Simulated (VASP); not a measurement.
# MoSi₂: restarted molecular dynamics, 2 variants

MoSi₂, P6_222 (no. 180), 9 atoms in the cell. PBE, molecular dynamics; PAW potentials Mo, Si (PBE set).

| Restart from | Temperature at the end (K) | The same without a restart (K) | Potential energy at the end (eV/atom) | The same without a restart (eV/atom) | Electronic steps in the first step after the restart | Time (s) |
|---|---|---|---|---|---|---|
| CONTCAR with velocities, WAVECAR read | 389.0 | 389.0 | -7.70349 | -7.70349 | 5 | 169 |
| CONTCAR with velocities, no WAVECAR | 389.0 | 389.0 | -7.70349 | -7.70349 | 17 | 173 |

Limits: 120 fs of 9 atoms are too short for converged averages; the cell is only 4.0 Å across, so each atom moves in step with near copies of itself.

## Input of the first row

INCAR.step1:
```
SYSTEM = Si2Mo
GGA      = PE             ! functional
PREC     = Normal         ! precision mode
ENCUT    = 250            ! plane-wave cutoff, eV
EDIFF    = 1E-6           ! SCF threshold, eV
NELMIN   = 4            
NELM     = 60             ! most SCF steps
ALGO     = Fast           ! electronic algorithm
LREAL    = Auto         
LASPH    = .TRUE.         ! aspherical terms in the spheres
ISMEAR   = -1             ! smearing method
SIGMA    = 0.05           ! smearing width, eV
ISYM     = 0            
LWAVE    = .TRUE.         ! write WAVECAR
LCHARG   = .FALSE.        ! write CHGCAR
IBRION   = 0              ! ionic algorithm
NSW      = 30             ! ionic steps
POTIM    = 2.0            ! step
TEBEG    = 600          
ISIF     = 2              ! what is computed and relaxed
RANDOM_SEED= 416980 0 0   
MDALGO   = 2            
SMASS    = 0            
KPAR     = 2             
```

INCAR.step2, as INCAR.step1 but for:
```
- LWAVE = .TRUE.
+ LWAVE = .FALSE.
```

KPOINTS:
```
k-points
0
Gamma
  3 3 2
```

POSCAR.step1:
```
Si2Mo
1.0
    4.5854715599      0.0000000000      0.0000000000
   -2.2927357800      3.9711348592      0.0000000000
    0.0000000000      0.0000000000      6.5797601000
Mo Si
3 6
Direct
    0.5000000000      0.5000000000      0.8333333333
    0.0000000000      0.5000000000      0.1666666667
    0.5000000000      0.0000000000      0.5000000000
    0.1638729800      0.3277459600      0.5000000000
    0.6722540400      0.8361270200      0.1666666667
    0.8361270200      0.1638729800      0.8333333333
    0.8361270200      0.6722540400      0.5000000000
    0.3277459600      0.1638729800      0.1666666667
    0.1638729800      0.8361270200      0.8333333333
```

Commands (each step's output is kept before the next begins):
```
cat potpaw_PBE.64/Mo/POTCAR potpaw_PBE.64/Si/POTCAR > POTCAR
cp INCAR.step1 INCAR
cp POSCAR.step1 POSCAR
mpirun -np 2 vasp_std > vasp.out
cp CONTCAR POSCAR
cp INCAR.step2 INCAR
mpirun -np 2 vasp_std > vasp.out
```

Changes of the last row against the first:
```
(step 1)
- LWAVE = True
+ LWAVE = False
```

VASP 6.6.1 took 169 s on 2 cores (AMD EPYC 7R13 (Zen 3)), a shared host.
